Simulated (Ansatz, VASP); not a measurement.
Two plane-wave programs on Mg

```xyz
2
Lattice="3.1507 0.0000 0.0000 -1.5753 2.7286 0.0000 0.0000 0.0000 5.0242" Properties=species:S:1:pos:R:3 pbc="T T T"
Mg    0.0000    1.8190    1.2560
Mg    1.5753    0.9095    3.7681
```

Alike in both runs: task relaxation of cell and atoms; functional LDA; k mesh 12 × 12 × 8; occupations fermi-dirac, width 0.15 eV; no spin polarisation.

|  | VASP | Ansatz |
| --- | --- | --- |
| version | VASP 6.6.1 | Ansatz 0.2.0 |
| potentials or method | VASP PAW LDA potentials, release 64 (Mg) | scalar-relativistic, plane waves, PAW |
| plane-wave cutoff (eV) | 600 | 420 |
| valence electrons in the cell | 4 | 20 |

```csv
,VASP,Ansatz,Ansatz less VASP
"gap on the k mesh at the Fermi level, each at its own relaxed structure (eV)",none,none,-
relaxed volume (Å³/atom),21.47,21.65,+0.174
relaxed cell length with the largest relative difference (Å),3.138,3.147,+0.0085
```

A gap of «none» marks a metal or a gap that the smearing closes. The two sets of potentials don't hold the same shells in valence. Ansatz warned: «pseudo_functional_mismatch».

LDA usually gives volumes a few per cent too small. Zero-point motion and thermal expansion aren't in these numbers.
